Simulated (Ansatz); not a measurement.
The calculation used DFT PBE, scalar-relativistic, plane waves, PAW (Ansatz). All cells share a 420 eV cutoff and Γ-centred k meshes spaced at most about 0.3 Å⁻¹ (about 0.25 or finer for metals, 2π included). No spin polarisation.

Temperature and zero-point effects are left out.

Question: Which of these relaxed structures of Zn2CdTe3 is the lowest in energy?
A.

```
Zn Cd Te
1.0
     6.41310    0.00000    0.00000
    -3.20655    5.55390    0.00000
     0.00000    0.00000    7.74885
Zn Cd Te
2 1 3
Direct
  0.00000 0.00000 0.66126
  0.00000 0.00000 0.33875
  0.00000 0.00000 0.00000
  0.50000 0.00000 0.00000
  0.00000 0.50000 0.00000
  0.50000 0.50000 0.00000
```

B.

```
Zn Cd Te
1.0
     4.31735    2.49262    2.90302
    -4.31735    2.49262    2.90302
     0.00000   -4.98525    2.90302
Zn Cd Te
2 1 3
Direct
  0.85996 0.85996 0.85996
  0.14004 0.14004 0.14004
  0.50000 0.50000 0.50000
  0.50000 0.50000 0.00000
  0.00000 0.50000 0.50000
  0.50000 0.00000 0.50000
```

Answer: B. The other, A, lies 222 meV/atom higher. Forms: B R-3m; A P6/mmm. Counting Te atoms around Cd and Zn (those within 1.25 times the shortest such distance or 1.15 times the sum of covalent radii; the shortest distance is added where it is long for a bond): B has Zn 3, Cd 6; A has Zn 6 from 4.1 Å, Cd 6. Both come from invented guesses. The lowest form computed isn't among them: it has space group P4mm (No. 99), 36.5 Å³/atom and lies 115 meV/atom below the best shown. Even the lowest of the cells shown lies +0.17 eV/atom against the elements.

These runs have no spin–orbit coupling, which can matter for Te. Cells relaxed within their symmetry can be saddle points. Some candidate types were left out of the draw beforehand, so a known form may be missing.
